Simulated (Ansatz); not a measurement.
Gas-phase electronic energies from Ansatz, PBE0-D4/def2-TZVP geometries. CCSD(T)/CBS adds triple-zeta CCSD(T) − MP2 to the extrapolated MP2 energy (def2 sets, frozen cores). This one scheme is used for every species. Functionals use def2-TZVPP. B3LYP here is the variant with VWN-RPA as its local correlation; programs differ in this. def2 core potentials past Kr. For Sn outer-core shells are correlated without core-valence functions, which leaves a few kJ/mol of doubt a bond. Each species was taken in one conformer, which may not be the lowest.

`FCC(F)(F)F` + `[SH][SnH3]` → `FC[S][SnH3]` + `FC(F)F`  (substitution at a C–C bond)

```tsv
level	ΔE (kJ/mol)	difference from CCSD(T)/CBS
r2SCAN-D4	20.5	2.0
B3LYP-D4	15.0	-3.5
ωB97M-V	22.0	3.5
B2PLYP	18.1	-0.4
PBE	13.2	-5.3
r2SCAN	21.0	2.5
HF/def2-TZVPP	32.1	13.6
MP2/def2-TZVPP	15.7	-2.8
SCS-MP2/def2-TZVPP	17.8	-0.7
CCSD/def2-TZVPP	24.1	5.6
CCSD(T)/def2-TZVPP	21.1	2.6
HF/def2-QZVPP	31.9	13.4
MP2/def2-QZVPP	14.1	-4.4
HF/CBS(def2)	31.9	13.4
MP2/CBS(def2)	13.0	-5.5
CCSD/CBS(def2)	21.4	2.9
CCSD(T)/CBS	18.5	0
```

Largest T1 diagnostic among the species: 0.013.

The D4 term adds −3.8 kJ/mol with B3LYP and −2.0 kJ/mol with PBE0; it sums over pairs of atoms, weighted by their polarisabilities, and B3LYP, whose exchange is more repulsive, gets the larger term. From PBE to PBE0 (25 % exact exchange), in def2-TZVPP and without D4, ΔE moves by +6.2 kJ/mol.

CCSD(T)/CBS has its own doubt, a few kJ/mol and more with outer-core shells, so smaller differences from it don't rank the levels.
